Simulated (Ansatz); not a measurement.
(001) slab cut from the bulk of Sc₂Al, P6_3/mmc (No. 194); the slab's formula is Sc7Al4:

```yaml
crystal:
  lattice:
    - [4.85090, 0.00000, 0.00000]
    - [-2.42545, 4.20100, 0.00000]
    - [0.00000, 0.00000, 24.12818]
  atoms:
    - { symbol: Sc, position: [0.66667, 0.33333, 0.31084] }
    - { symbol: Al, position: [0.33333, 0.66667, 0.31084] }
    - { symbol: Sc, position: [0.00000, 0.00000, 0.37389] }
    - { symbol: Sc, position: [0.33333, 0.66667, 0.43695] }
    - { symbol: Al, position: [0.66667, 0.33333, 0.43695] }
    - { symbol: Sc, position: [0.00000, 0.00000, 0.50000] }
    - { symbol: Sc, position: [0.66667, 0.33333, 0.56305] }
    - { symbol: Al, position: [0.33333, 0.66667, 0.56305] }
    - { symbol: Sc, position: [0.00000, 0.00000, 0.62611] }
    - { symbol: Sc, position: [0.33333, 0.66667, 0.68916] }
    - { symbol: Al, position: [0.66667, 0.33333, 0.68916] }
```

Method: DFT PBEsol, scalar-relativistic, plane waves, PAW (Ansatz). Plane waves to 420 eV, a k mesh through Γ of 9×9×1 on the computed 11-atom cell and Gaussian smearing (0.10 eV); no spin polarisation. A dipole correction removes the field between periodic images along c.

**Question.** What forces act on the atoms?

**Answer.**
| atom | Fx (eV/Å) | Fy (eV/Å) | Fz (eV/Å) |
| --- | --- | --- | --- |
| Sc1 | 0.000 | 0.000 | -0.074 |
| Al2 | 0.000 | 0.000 | 0.781 |
| Sc3 | 0.000 | 0.000 | -0.689 |
| Sc4 | 0.000 | 0.000 | -0.146 |
| Al5 | 0.000 | 0.000 | -0.070 |
| Sc6 | 0.000 | 0.000 | 0.000 |
| Sc7 | 0.000 | 0.000 | 0.146 |
| Al8 | 0.000 | 0.000 | 0.070 |
| Sc9 | 0.000 | 0.000 | 0.689 |
| Sc10 | 0.000 | 0.000 | 0.074 |
| Al11 | 0.000 | 0.000 | -0.781 |

Cost: 1 run of about 0.99 core-minutes, on Intel Xeon Platinum 8259CL (Skylake/Cascade Lake) (shared hosts).